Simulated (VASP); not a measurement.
# TaN (P6/mmm) in VASP: further runs

Runs on TaN. Level: PBEsol+U. Tasks: single point.

Everything below comes from runs of VASP 6.6.1. Logs are shortened: lines on timing, memory, paths and dates and some standing lists are left out, and cuts for length are marked.

### Step 1. The structure

The structure is hexagonal, space group P6/mmm (No. 191). The conventional cell has a = 5.185 Å, b = 5.185 Å, c = 2.908 Å, α = 90.00°, β = 90.00°, γ = 120.00°. Ta (site symmetry 6/mmm) has 6 N at 2.59 Å and 2 Ta at 2.91 Å as nearest neighbours. Ta (site symmetry -6m2) is surrounded by 6 N at 2.09 Å. N (site symmetry mmm) has 4 Ta at 2.09 Å as nearest neighbours.

### Step 2. Single point, PBEsol+U, collinear spin, typed start

INCAR

```
ALGO = Normal
EDIFF = 1E-6
ENCUT = 520
GGA = PS
ISIF = 2
ISMEAR = 0
ISPIN = 2
LASPH = True
LCHARG = False
LDAU = True
LDAUJ = 0 0
LDAUL = 2 -1
LDAUPRINT = 1
LDAUTYPE = 2
LDAUU = 7 0
LMAXMIX = 4
LORBIT = 11
LREAL = False
LWAVE = False
MAGMOM = 2 2 2 0 0 0
NBANDS = 37
NELM = 150
PREC = Accurate
SIGMA = 0.05
```

KPOINTS

```
k-points
0
Gamma
  4 4 7
```

POSCAR

```
TaN
1.0
    5.1850002000      0.0000000000      0.0000000000
   -2.5925001000      4.4903418900      0.0000000000
    0.0000000000      0.0000000000      2.9080005300
Ta N
3 3
Direct
    0.0000000000      0.0000000000      0.0000000000
    0.3333333333      0.6666666667      0.5000000000
    0.6666666667      0.3333333333      0.5000000000
    0.5000000000      0.0000000000      0.0000000000
    0.5000000000      0.5000000000      0.0000000000
    0.0000000000      0.5000000000      0.0000000000
```

Potentials or basis: VASP PAW PBE potentials, release 64 (Ta_pv, N).

Command:

```bash
cat potpaw_PBE.64/Ta_pv/POTCAR potpaw_PBE.64/N/POTCAR > POTCAR
mpirun -np 1 vasp_std > vasp.out
```

OUTCAR:

```text
EDIFF = 1E-6
   ENCUT = 520
   GGA = PS
   ISIF = 2
   ISMEAR = 0
   ISPIN = 2
   LASPH = True
   LORBIT = 11
   LREAL = False
   NELM = 150
   PREC = Accurate

 ion  position               nearest neighbor table
   1  0.000  0.000  0.000-   5 2.59   6 2.59   6 2.59   5 2.59   4 2.59   4 2.59   2 3.33   3 3.33
                             2 3.33   3 3.33   2 3.33   2 3.33   3 3.33   3 3.33   2 3.33   3 3.33
   2  0.333  0.667  0.500-   4 2.09   4 2.09   6 2.09   6 2.09   5 2.09   5 2.09   3 2.99   3 2.99
                             3 2.99   1 3.33   1 3.33   1 3.33   1 3.33   1 3.33   1 3.33
   3  0.667  0.333  0.500-   4 2.09   4 2.09   6 2.09   6 2.09   5 2.09   5 2.09   2 2.99   2 2.99
                             2 2.99   1 3.33   1 3.33   1 3.33   1 3.33   1 3.33   1 3.33
   4  0.500  0.000  0.000-   2 2.09   3 2.09   2 2.09   3 2.09   1 2.59   1 2.59
   5  0.500  0.500  0.000-   2 2.09   3 2.09   2 2.09   3 2.09   1 2.59   1 2.59
   6  0.000  0.500  0.000-   2 2.09   3 2.09   2 2.09   3 2.09   1 2.59   1 2.59

  LATTYP: Found a hexagonal cell.
 ALAT       =     5.1850002000
 C/A-ratio  =     0.5608486823

  Lattice vectors:

 A1 = (   5.1850002000,   0.0000000000,   0.0000000000)
 A2 = (  -2.5925001000,   4.4903418900,   0.0000000000)
 A3 = (   0.0000000000,   0.0000000000,   2.9080005300)

Analysis of symmetry for initial positions (statically):
=====================================================================
 Subroutine PRICEL returns:
 Original cell was already a primitive cell.

 Routine SETGRP: Setting up the symmetry group for a
 hexagonal supercell.

 Subroutine GETGRP returns: Found 24 space group operations
 (whereof 24 operations were pure point group operations)
 out of a pool of 24 trial point group operations.

The static configuration has the point symmetry D_6h.

Analysis of symmetry for dynamics (positions and initial velocities):
=====================================================================
 Subroutine PRICEL returns:
 Original cell was already a primitive cell.

 Routine SETGRP: Setting up the symmetry group for a
 hexagonal supercell.

 Subroutine GETGRP returns: Found 24 space group operations
 (whereof 24 operations were pure point group operations)
 out of a pool of 24 trial point group operations.

The dynamic configuration has the point symmetry D_6h.

Analysis of structural, dynamic, and magnetic symmetry:
=====================================================================
 Subroutine PRICEL returns:
 Original cell was already a primitive cell.

 Routine SETGRP: Setting up the symmetry group for a
 hexagonal supercell.

 Subroutine GETGRP returns: Found 24 space group operations
 (whereof 24 operations were pure point group operations)
 out of a pool of 24 trial point group operations.

The overall configuration has the point symmetry D_6h.

 Subroutine INISYM returns: Found 24 space group operations
 (whereof 24 operations are pure point group operations),
 and found     1 'primitive' translations

----------------------------------------------------------------------------------------

                                     Primitive cell

  volume of cell :      67.7053

  direct lattice vectors                    reciprocal lattice vectors
     5.185000200  0.000000000  0.000000000     0.192864023  0.111350096  0.000000000
    -2.592500100  4.490341890  0.000000000     0.000000000  0.222700192  0.000000000
     0.000000000  0.000000000  2.908000530     0.000000000  0.000000000  0.343878892

  length of vectors
     5.185000200  5.185000198  2.908000530     0.222700192  0.222700192  0.343878892

  position of ions in fractional coordinates (direct lattice)
     0.000000000  0.000000000  0.000000000
     0.333333333  0.666666667  0.500000000
     0.666666667  0.333333333  0.500000000
     0.500000000  0.000000000  0.000000000
     0.500000000  0.500000000  0.000000000
     0.000000000  0.500000000  0.000000000

  ion indices of the primitive-cell ions
   primitive index   ion index
                 1           1
                 2           2
                 3           3
                 4           4
                 5           5
                 6           6

----------------------------------------------------------------------------------------

 KPOINTS: k-points

Automatic generation of k-mesh.
 Grid dimensions read from file:
 generate k-points for:    4    4    7

 Generating k-lattice:

  Cartesian coordinates                     Fractional coordinates (reciprocal lattice)
[... 40 lines left out ...]
   NGXF,Y,Z  is equivalent  to a cutoff of  25.65, 25.65, 27.44 a.u.
 SYSTEM =  unknown system
   PREC   = accura    normal or accurate (medium, high low for compatibility)
   ISTART =      0    job   : 0-new  1-cont  2-samecut
   ICHARG =      2    charge: 1-file 2-atom 10-const
   ISPIN  =      2    spin polarized calculation?
   LNONCOLLINEAR =      F non collinear calculations
   LSORBIT =      F    spin-orbit coupling
   LASPH  =      T    aspherical Exc in radial PAW
   ENCUT  =  520.0 eV  38.22 Ry    6.18 a.u.   9.64  9.64  5.41*2*pi/ulx,y,z
   NELM   =    150;   NELMIN=  2; NELMDL= -5     # of ELM steps
   EDIFF  = 0.1E-05   stopping-criterion for ELM
   LREAL  =      F    real-space projection
   EDIFFG = 0.1E-04   stopping-criterion for IOM
   NSW    =      0    number of steps for IOM
   IBRION =     -1    ionic relax: 0-MD 1-quasi-New 2-CG
   NFREE  =      0    steps in history (QN), initial steepest desc. (CG)
   ISIF   =      2    stress and relaxation
   ISYM   =      2    0-nonsym 1-usesym 2-fastsym
   POTIM  = 0.5000    time-step for ionic-motion
   TEBEG  =    0.0;   TEEND  =   0.0 temperature during run
   PSTRESS=    0.0 pullay stress
   NELECT =      48.0000    total number of electrons
   NUPDOWN=      -1.0000    fix difference up-down
   EMIN   =  10.00;   EMAX   =-10.00  energy-range for DOS
   EFERMI =   0.00;   METHOD = LEGACY
   ISMEAR =     0;   SIGMA  =   0.05  broadening in eV -4-tet -1-fermi 0-gaus
   EFERMI_NEDOS =   21; number of points for ismear=-14 and -15
   IALGO  =     38    algorithm
   IMIX   =      4    mixing-type and parameters
     AMIX     =   0.40;   BMIX     =  1.00
     AMIX_MAG =   1.60;   BMIX_MAG =  1.00
  volume/ion in A,a.u.               =      11.28        76.15
  Fermi-wavevector in a.u.,A,eV,Ry     =   1.459759  2.758544 28.992586  2.130895
  Thomas-Fermi vector in A             =   2.576288
   LORBIT       =     11    0 simple, 1 ext, 2 COOP (PROOUT), +10 PAW based schemes
 LDA+U is selected, type is set to LDAUTYPE =  2
   angular momentum for each species LDAUL =     2   -1
   U (eV)           for each species LDAUU =   7.0  0.0
   J (eV)           for each species LDAUJ =   0.0  0.0
   GGA     = PS    functional components
   LHFCALC =     F    Hartree Fock is set to
   AEXX    =    0.0000 exact exchange contribution
   IVDW    =     0    specifies the selected vdW correction
   LEPSILON=     F    determine dielectric tensor
   LRPA    =     F    only Hartree local field effects (RPA)
 spin polarized calculation
 Gauss-broadening in eV      SIGMA  =   0.05
  energy-cutoff  :      520.00
  volume of cell :       67.71
 maximum number of plane-waves:      1840
 NGX is ok and might be reduce to    40
   NGX = 19   NGY = 19   NGZ = 11

 number of electron      47.9999998 magnetization       0.0006199

atom =   1  type =  1  l = 2

 onsite density matrix

spin component  1
[... 83 lines left out ...]
  o =  0.1959  v =  1.0000  0.0000  0.0000  0.0000  0.0000  0.0000  0.0000  0.0000  0.0000  0.0000      0.0000  0.0000  0.0000  0.0000  0.0000  0.0000  0.0000  0.0000  0.0000  0.0000
  o =  0.1959  v =  0.0000  0.0000 -0.0000 -0.0000 -1.0000  0.0000  0.0000  0.0000  0.0000  0.0000      0.0000  0.0000  0.0000  0.0000  0.0000  0.0000  0.0000  0.0000  0.0000  0.0000
  o =  0.1959  v =  0.0000  0.0000  0.0000  0.0000  0.0000  0.0000  0.0000 -0.0000 -0.0000 -1.0000      0.0000  0.0000  0.0000  0.0000  0.0000  0.0000  0.0000  0.0000  0.0000  0.0000
  o =  0.1959  v =  0.0000  0.0000  0.0000  0.0000  0.0000  1.0000  0.0000  0.0000  0.0000  0.0000      0.0000  0.0000  0.0000  0.0000  0.0000  0.0000  0.0000  0.0000  0.0000  0.0000
  o =  0.2293  v =  0.0000 -1.0000  0.0000  0.0000 -0.0000  0.0000  0.0000  0.0000  0.0000  0.0000      0.0000  0.0000  0.0000  0.0000  0.0000  0.0000  0.0000  0.0000  0.0000  0.0000
  o =  0.2293  v =  0.0000 -0.0000 -0.0000 -1.0000  0.0000  0.0000  0.0000  0.0000  0.0000  0.0000      0.0000  0.0000  0.0000  0.0000  0.0000  0.0000  0.0000  0.0000  0.0000  0.0000
  o =  0.2293  v =  0.0000  0.0000  0.0000  0.0000  0.0000  0.0000 -1.0000 -0.0000  0.0000 -0.0000      0.0000  0.0000  0.0000  0.0000  0.0000  0.0000  0.0000  0.0000  0.0000  0.0000
  o =  0.2293  v =  0.0000  0.0000  0.0000  0.0000  0.0000  0.0000 -0.0000 -0.0000 -1.0000  0.0000      0.0000  0.0000  0.0000  0.0000  0.0000  0.0000  0.0000  0.0000  0.0000  0.0000
  o =  0.2544  v =  0.0000 -0.0000 -1.0000  0.0000  0.0000  0.0000  0.0000  0.0000  0.0000  0.0000      0.0000  0.0000  0.0000  0.0000  0.0000  0.0000  0.0000  0.0000  0.0000  0.0000
  o =  0.2544  v =  0.0000  0.0000  0.0000  0.0000  0.0000  0.0000  0.0000 -1.0000  0.0000  0.0000      0.0000  0.0000  0.0000  0.0000  0.0000  0.0000  0.0000  0.0000  0.0000  0.0000

 number of electron      47.9999998 magnetization      -0.0000297

 Free energy of the ion-electron system (eV)
  ---------------------------------------------------
  ext. energy  EPLUGINS =         0.00000000
  ---------------------------------------------------
  free energy    TOTEN  =       -50.33002889 eV

  energy without entropy =      -50.32904463  energy(sigma->0) =      -50.32953676

 E-fermi :   8.9045     XC(G=0): -13.2351

 val. band max:        8.8696514001   @ k =   0.5000   0.0000   0.1429
 cond. band min:       9.2513981157   @ k =   0.0000   0.0000   0.4286
 fundamental gap:      0.3817467156
 Fermi energy:         8.9044909282

 spin component 1

 k-point     1 :       0.0000    0.0000    0.0000
  band No.  band energies     occupation
      1     -28.6955      1.00000
      2     -28.6955      1.00000
      3     -28.4183      1.00000
      4     -28.4183      1.00000
      5     -28.1411      1.00000
      6     -28.1411      1.00000
[... 613 lines left out ...]
     35      15.1165      0.00000
     36      15.9703      0.00000
 Fermi energy:         8.9044909282

 spin component 2

 k-point     1 :       0.0000    0.0000    0.0000
  band No.  band energies     occupation
      1     -28.6955      1.00000
      2     -28.6955      1.00000
      3     -28.4182      1.00000
      4     -28.4182      1.00000
      5     -28.1410      1.00000
      6     -28.1410      1.00000
[... 613 lines left out ...]
     35      15.1165      0.00000
     36      15.9703      0.00000
 [bands above 36 left out]

------------------------ aborting loop because EDIFF is reached ----------------------------------------

  FORCE on cell =-STRESS in cart. coord.  units (eV):
  Direction    XX          YY          ZZ          XY          YZ          ZX
  --------------------------------------------------------------------------------------
  -------------------------------------------------------------------------------------
  Total        9.3381530      9.3381530     12.5641994      0.0000000      0.0000000     -0.0000000
  in kB      220.9779292    220.9779290    297.3190485      0.0000000      0.0000000     -0.0000000
  external PRESSURE =     246.4249689 kB  Pullay stress =       0.0000000 kB

 VOLUME and BASIS-vectors are now :
 -----------------------------------------------------------------------------
  energy-cutoff  :      520.00
  volume of cell :       67.71
      direct lattice vectors                 reciprocal lattice vectors
     5.185000200  0.000000000  0.000000000     0.192864023  0.111350096  0.000000000
    -2.592500100  4.490341890  0.000000000     0.000000000  0.222700192  0.000000000
     0.000000000  0.000000000  2.908000530     0.000000000  0.000000000  0.343878892

 POSITION                                       TOTAL-FORCE (eV/Angst)
 -----------------------------------------------------------------------------------
      0.00000      0.00000      0.00000        -0.000000      0.000000      0.000000
     -0.00000      2.99356      1.45400        -0.000000     -0.000000      0.000000
      2.59250      1.49678      1.45400         0.000000     -0.000000     -0.000000
      2.59250      0.00000      0.00000        -0.000000      0.000000      0.000000
      1.29625      2.24517      0.00000        -0.000000      0.000000      0.000000
     -1.29625      2.24517      0.00000        -0.000000      0.000000      0.000000
 -----------------------------------------------------------------------------------
    total drift:                               -0.000000      0.000000     -0.000000

  FREE ENERGIE OF THE ION-ELECTRON SYSTEM (eV)
  ---------------------------------------------------
  free  energy   TOTEN  =       -50.3300288855 eV

  energy  without entropy=      -50.3290446305  energy(sigma->0) =      -50.32953676

 total charge

# of ion       s       p       d       tot
------------------------------------------
    1        0.315   6.155   1.954   8.424
    2        0.348   6.344   2.159   8.851
    3        0.348   6.344   2.159   8.851
    4        1.248   2.598   0.000   3.845
    5        1.248   2.598   0.000   3.845
    6        1.248   2.598   0.000   3.845
--------------------------------------------------
tot          4.754  26.635   6.272  37.661

 magnetization (x)

# of ion       s       p       d       tot
------------------------------------------
    1        0.000  -0.000  -0.000  -0.000
    2       -0.000  -0.000  -0.000  -0.000
    3       -0.000  -0.000  -0.000  -0.000
    4        0.000  -0.000   0.000  -0.000
    5        0.000  -0.000   0.000  -0.000
    6        0.000  -0.000   0.000  -0.000
--------------------------------------------------
tot          0.000  -0.000  -0.000  -0.000
```

Wall time 64 s (1 thread of Intel Xeon Platinum 8488C (Sapphire Rapids), shared host); peak memory 0.25 GiB.

What came out:

| Quantity | Value |
| --- | --- |
| Free energy | -50.3300 eV |
| Pressure | 24.6 GPa |
| Band gap on the k mesh | none (metal or under the smearing width) |
| Net moment | 0.00 μB per cell |
| Valence electrons inside the program's atomic spheres | Ta 8.42, 8.85; N 3.85 |

Stress tensor (GPa, compression positive):
```
22.10  0.00  0.00
 0.00 22.10  0.00
 0.00  0.00 29.73
```

Eigenvalues of the final occupation matrices:
```tsv
site	spin	trace	eigenvalues
site 1 d	1	0.99	0.14 0.14 0.24 0.24 0.24
site 1 d	2	0.99	0.14 0.14 0.24 0.24 0.24
site 2 d	1	1.10	0.20 0.20 0.23 0.23 0.25
site 2 d	2	1.10	0.20 0.20 0.23 0.23 0.25
site 3 d	1	1.10	0.20 0.20 0.23 0.23 0.25
site 3 d	2	1.10	0.20 0.20 0.23 0.23 0.25
```

Caveat: the PAW data sets were made with another functional, which shifts forces and pressure a little. The state reached can hang on the start; a lower one may exist.

### Step 3. Single point, PBEsol+U, collinear spin, twin_end start

INCAR

```
PREC     = Accurate       # precision mode
ENCUT    = 520            # plane-wave cutoff, eV
EDIFF    = 1E-6           # SCF threshold, eV
ISMEAR   = 0              # smearing method
SIGMA    = 0.05           # smearing width, eV
LREAL    = F              # projectors in reciprocal space
LASPH    = T              # aspherical terms in the spheres
NELM     = 150            # most SCF steps
ALGO     = Fast           # electronic algorithm
ISIF     = 2              # what is computed and relaxed
LWAVE    = F              # write WAVECAR
LCHARG   = F              # write CHGCAR
ISPIN    = 2              # spin polarisation
MAGMOM   = 0.51 -0.08 -0.08 0.02 0.01 0.02 # initial moments
LORBIT   = 11             # projections on sites
LMAXMIX  = 4              # l up to which the mixer works
LDAU     = T              # DFT+U
LDAUTYPE = 2            
LDAUL    = 2 -1           # shell
LDAUU    = 7 0            # U, eV
LDAUJ    = 0 0          
LDAUPRINT= 1            
GGA      = PS             # functional
NBANDS   = 37             # bands
```

KPOINTS

```
regular mesh
0
Gamma
  4 4 7
```

POSCAR is that of step 2.

Potentials or basis: VASP PAW PBE potentials, release 64 (Ta_pv, N).

Command:

```bash
cat potpaw_PBE.64/Ta_pv/POTCAR potpaw_PBE.64/N/POTCAR > POTCAR
mpirun -np 1 vasp_std > vasp.out
```

Wall time 1.7 min (1 thread of Intel Xeon Platinum 8488C (Sapphire Rapids), shared host); peak memory 0.27 GiB.

The run converged. Its results:

```yaml
Free_energy: -50.3300 eV
Pressure: 24.6 GPa
Band_gap_on_the_k_mesh: none (metal or under the smearing width)
Net_moment: 0.00 μB per cell
Valence_electrons_inside_the_program's_atomic_spheres: Ta 8.42, 8.85; N 3.85
```

Stress tensor (GPa, compression positive):
```
22.10  0.00  0.00
 0.00 22.10  0.00
 0.00  0.00 29.73
```

Levels at points of the mesh, in eV from the Fermi level:
Spin up:
```
           k point  band 22  band 23  band 24  band 25  band 26  band 27
(0.00, 0.00, 0.00)    -2.82    -2.02    -0.82    -0.82     0.95     1.11
(0.50, 0.00, 0.00)    -3.09    -1.97    -0.54     1.59     2.20     2.31
(0.50, 0.50, 0.00)    -3.09    -1.97    -0.54     1.59     2.20     2.31
```
Spin down:
```csv
k point,band 22,band 23,band 24,band 25,band 26,band 27
"(0.00, 0.00, 0.00)",-2.82,-2.02,-0.82,-0.82,0.95,1.11
"(0.50, 0.00, 0.00)",-3.09,-1.97,-0.54,1.59,2.20,2.31
"(0.50, 0.50, 0.00)",-3.09,-1.97,-0.54,1.59,2.20,2.31
```

Eigenvalues of the final occupation matrices:
```tsv
site	spin	trace	eigenvalues
site 1 d	1	0.99	0.14 0.14 0.24 0.24 0.24
site 1 d	2	0.99	0.14 0.14 0.24 0.24 0.24
site 2 d	1	1.10	0.20 0.20 0.23 0.23 0.25
site 2 d	2	1.10	0.20 0.20 0.23 0.23 0.25
site 3 d	1	1.10	0.20 0.20 0.23 0.23 0.25
site 3 d	2	1.10	0.20 0.20 0.23 0.23 0.25
```

Caveat: the PAW data sets were made with another functional, which shifts forces and pressure a little. The state reached can hang on the start; a lower one may exist.
